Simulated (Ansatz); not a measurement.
**Structure types of CoSi₂ compared at 24 GPa**

Structure types of CoSi₂ are relaxed in primitive cells with their symmetry kept at 24 GPa, first on PAW files, then by LAPW. The enthalpy is E + pV at zero temperature, without zero-point motion. Only the types listed were tried, and differences under about 5 meV/atom are mesh noise. The real phase may be another.

All numbers are PBE results (scalar-relativistic) from Ansatz 0.2.0, with Fermi–Dirac smearing of 0.08 eV, no spin polarisation. Methods: LAPW: all electrons, basis error target 0.5 meV/atom; PAW: frozen-core files, cutoff 420 eV.

k meshes: fluorite 11×11×11, MoSi2 15×15×15, AlB2 9×9×7.

Spin polarisation is left out, though a magnetic state may lie lower.

```
start type          ends as          a, b, c (Å)  V (Å³/atom)  H − H(lowest), LAPW (meV/atom)
  fluorite  fluorite, Fm-3m  5.174, 5.174, 5.174        11.55                             0.0
     MoSi2    MoSi2, I4/mmm  3.067, 3.067, 6.880        10.78                               ?
      AlB2     AlB2, P6/mmm  3.983, 3.983, 2.416        11.07                               ?
```

**Question.** Give the missing entry: row "MoSi2", column "H − H(lowest), LAPW (meV/atom)".

**Answer.** 240.9.

**Question.** Fill in "H − H(lowest), LAPW (meV/atom)" for the row "AlB2".

**Answer.** 707.7.

**Question.** Split the lead of fluorite over MoSi2 into energy and pV.

**Answer.** For MoSi2 less fluorite: ΔE = +355.0 meV/atom, and p·ΔV = 24 GPa × -0.7618 Å³ × 6.242 meV/(GPa·Å³) = -114.1 meV/atom, together 240.9 meV/atom. fluorite wins by its internal energy, though it is the less dense.

**Question.** Would MoSi2 gain on fluorite at higher pressure?

**Answer.** Yes: dH/dp = V, and its volume is smaller by 0.76 Å³/atom. Held constant, that would close the gap after about 51 GPa more, a rough figure, since the volume difference changes with pressure.
